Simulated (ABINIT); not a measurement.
An input for ABINIT 10.8.3 (KI (Fm-3m)):

```
acell 3*1.0 Angstrom
rprim 
  0.000000000000 3.532775000000 3.532775000000
  3.532775000000 0.000000000000 3.532775000000
  3.532775000000 3.532775000000 -0.000000000000
ntypat 2
znucl 19 53
natom 2
typat 1 2
xred 
  0.000000000000 0.000000000000 0.000000000000
  0.500000000000 0.500000000000 0.500000000000
pp_dirpath "pseudos"
pseudos "K.upf, I.upf"
ecut 33
ngkpt 4 4 4
nshiftk 1
shiftk 0 0 0
kptopt 1
chksymbreak 0
istwfk *1
occopt 1
irdwfk 1
optdriver 3
nband 245
ecuteps 7
inclvkb 2
awtr 1
symchi 1
indata_prefix "in"
outdata_prefix "out"
tmpdata_prefix "tmp"
```

```sh
OMP_NUM_THREADS=1 mpirun -n 8 abinit run.abi > log
```

How long will it take on 8 MPI ranks of Intel Xeon 6975P-C (Granite Rapids), shared host, and how much memory?

It took 51 s; on shared hardware allow 25 s to 1.7 min. Peak host memory was 3.0 GiB.

[Paths, hosts, dates, memory and timing lines, banners, echoed tables and standing remarks are left out of the program output.]

[Logs are printed without paths, hosts, clocks, repeated set-up lines and the standing remarks that a program may print on its own settings, such as how far it seeks lower states.]

[Runs of the session that timed out or met a known fault of the program may be left out.]

[Hosts, paths, dates, database ids (printed as entryN), source tags and the programs' standing remarks are cut or masked in the printed files.]

[G0W0 gaps are taken among the corrected bands and points alone; a level outside them can change the order at an edge.]

[Where Ansatz stands beside ABINIT at settings called matched, ABINIT's density can come from a denser mesh and the files from another edition; pairs whose starting gaps differed by over 0.03 eV were left out, so agreement reads better than it is.]
